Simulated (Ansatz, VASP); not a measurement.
CaSe: VASP beside Ansatz

File INCAR:

```
PREC = Accurate ; ENCUT = 600
EDIFF = 1E-6 ; ISMEAR = 0
SIGMA = 0.02 ; LREAL = F
LASPH = T ; NELM = 100
ALGO = Normal ; ISIF = 3
LWAVE = F ; LCHARG = F
GGA = PE ; IVDW = 12
IBRION = 2 ; NSW = 100
EDIFFG = -0.01
```

File KPOINTS:

```
regular mesh
0
Gamma
  8 8 8
```

Contents of POSCAR:

```
CaSe
1.0
    2.4346843926     -2.6569309441      0.0000000000
    2.4346843926      2.6569309441      0.0000000000
    0.0000000000      0.0000000000      3.6046553984
Ca Se
1 1
Direct
    0.0000000000      0.0000000000      0.0000000000
    0.5000000000      0.5000000000      0.5000000000
```

Input for Ansatz:

```yaml
crystal:
  lattice:
    - [2.4346843926, -2.6569309441, 0.0]
    - [2.4346843926, 2.6569309441, 0.0]
    - [0.0, 0.0, 3.6046553984]
  atoms:
    - { symbol: Ca, position: [0.0, 0.0, 0.0] }
    - { symbol: Se, position: [0.5, 0.5, 0.5] }
basis:
  ecutwfc: 420
kpoints:
  mp_grid: { grid: [8, 8, 8] }
hamiltonian:
  xc: pbe
  dispersion: d3bj
scf:
  occupations: { method: gaussian, width: 0.02 }
output:
  forces: true
  stress: true
  eigenvalues: true
  write_density: true
  write_potential: true
  elf: true
  volumetric_format: npy
relax:
  adjacent_minimum: "off"
  f_tol: 0.01
  max_steps: 80
  cell: { stress_tol: 0.05 }
```

Alike in both runs: task relaxation of cell and atoms; functional PBE; dispersion D3(BJ); k mesh 8 × 8 × 8; occupations gaussian, width 0.02 eV; no spin polarisation.

|  | VASP | Ansatz |
| --- | --- | --- |
| version | VASP 6.6.1 | Ansatz 0.2.0 |
| potentials or method | VASP PAW PBE potentials, release 64 (Ca_sv, Se) | scalar-relativistic, plane waves, PAW |
| plane-wave cutoff (eV) | 600 | 420 |
| valence electrons in the cell | 16 | 26 |

VASP gave:

```
gap on the k mesh at the Fermi level, each at its own relaxed structure (eV) : 0.71
relaxed volume (Å³/atom)                                                     : 23.26
relaxed cell length with the largest relative difference (Å)                 : 3.597
```

Problem. Estimate Ansatz's values.

Solution. gap on the k mesh at the Fermi level, each at its own relaxed structure (eV): 0.71; relaxed volume (Å³/atom): 23.16; relaxed cell length with the largest relative difference (Å): 3.591.

The two sets of potentials don't hold the same shells in valence.

A k mesh can miss the band edges.
